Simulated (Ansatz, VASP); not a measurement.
Os in VASP and in Ansatz

```
Os
1.0
     0.00000    1.88512    1.88512
     1.88512    0.00000    1.88512
     1.88512    1.88512    0.00000
Os
1
Direct
  0.00000 0.00000 0.00000
```

Alike in both runs: task single point; functional PBEsol; k mesh 16 × 16 × 16; occupations fermi-dirac, width 0.1 eV; no spin polarisation.

|  | VASP | Ansatz |
| --- | --- | --- |
| version | VASP 6.6.1 | Ansatz 0.2.0 |
| potentials or method | VASP PAW PBE potentials, release 64 (Os) | plane waves (420 eV) with PAW, scalar-relativistic |
| plane-wave cutoff (eV) | 520 | 420 |
| valence electrons in the cell | 8 | 16 |

|  | VASP | Ansatz | Ansatz less VASP |
| --- | --- | --- | --- |
| pressure (GPa) | 19.9 | 18.8 | -1.15 |

With one functional, cell and mesh, what is left measures potentials, basis and numerics. The two sets of potentials don't hold the same shells in valence. Ansatz warned: «pseudo_functional_mismatch».

Caveats: so large a pressure means that the cell lies far from this level's equilibrium, or that cutoff or potentials fall short (VASP); the potentials were made for another functional, which shifts forces and pressure (VASP). Spin-orbit coupling is left out, which matters for the levels of Os.
